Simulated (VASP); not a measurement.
# HfO₂: convergence, self-consistent run

HfO₂, P2_1/c (no. 14), 12 atoms in the cell. SCAN; PAW potentials Hf_pv, O (PBE set). VASP 6.6.1.

Wanted: energy within 0.2 meV/atom; levels at the zone centre within 0.003 eV.

What the run is for: comparing ways to start; Accuracy asked: tight.

Levels at the zone centre: counted from the valence top at that point.

POSCAR:
```
HfO2
1.0
    5.1180000000      0.0000000000      0.0000000000
    0.0000000000      5.1857000000      0.0000000000
   -0.8586630598      0.0000000000      5.2138671406
Hf O
4 8
Direct
    0.2755000000      0.4603000000      0.7080000000
    0.7245000000      0.9603000000      0.7920000000
    0.7245000000      0.5397000000      0.2920000000
    0.2755000000      0.0397000000      0.2080000000
    0.0742000000      0.1684000000      0.8467000000
    0.9258000000      0.6684000000      0.6533000000
    0.9258000000      0.8316000000      0.1533000000
    0.0742000000      0.3316000000      0.3467000000
    0.4487000000      0.7419000000      0.9801000000
    0.5513000000      0.2419000000      0.5199000000
    0.5513000000      0.2581000000      0.0199000000
    0.4487000000      0.7581000000      0.4801000000
```

## How the run starts (with a second run first, the time holds both)

| How the run starts (with a second run first, the time holds both) | Energy less reference (meV/atom) | Levels at the zone centre, largest deviation (eV) | Time (s) |
|---|---|---|---|
| from scratch: 22 SCF iterations | 0.00 | 0.0000 | 362 |
| PBE orbitals (WAVECAR): 14 + 9 SCF iterations | 0.00 | 0.0002 | 248 |
| PBE density (CHGCAR): 14 + 18 SCF iterations | 0.00 | 0.0005 | 335 |
| loose PBE orbitals: 11 + 11 SCF iterations | 0.00 | 0.0004 | 309 |

Chosen: PBE orbitals (WAVECAR): 14 + 9 SCF iterations, the fastest of those that stay within half of the tolerance.

## All choices together

| Input | Energy less reference (meV/atom) | Levels at the zone centre, largest deviation (eV) | Time (s) |
|---|---|---|---|
| chosen settings | 0.00 | 0.0002 | 248 |
| reference settings throughout | 0.00 | 0.0000 | 362 |

The tolerance is met.

Values of the reference run: Levels at the zone centre: -0.1753, 0, 4.962 eV from the valence top at Gamma.

## The input

INCAR.step1:
```
SYSTEM = HfO2
ISMEAR = 0 ; SIGMA = 0.03
LWAVE = .True. ; LCHARG = .True.
ISIF = 2 ; PREC = Accurate
LASPH = .True. ; LREAL = .False.
ALGO = Normal ; EDIFF = 1E-5
NELM = 120 ; GGA_COMPAT = .False.
ENCUT = 580 ; EFERMI = MIDGAP
KPAR = 8 ; GGA = PE
```

INCAR.step2, as INCAR.step1 but for:
```
- LWAVE = .True.
- LCHARG = .True.
- EDIFF = 1E-5
- GGA = PE
+ METAGGA = SCAN
+ LWAVE = .False.
+ LCHARG = .False.
+ EDIFF = 1E-6
+ LMIXTAU = .True.
+ ISTART = 1
```

KPOINTS:
```
k-points
0
Gamma
  5 5 5
```

Commands (each step's output is kept before the next begins):
```
cat potpaw_PBE.64/Hf_pv/POTCAR potpaw_PBE.64/O/POTCAR > POTCAR
cp INCAR.step1 INCAR
mpirun -np 8 vasp_std > vasp.out
cp INCAR.step2 INCAR
mpirun -np 8 vasp_std > vasp.out
```

The chosen input took VASP 6.6.1 248 s on 8 cores (AMD EPYC 7R43 (Zen 3)), a shared host.
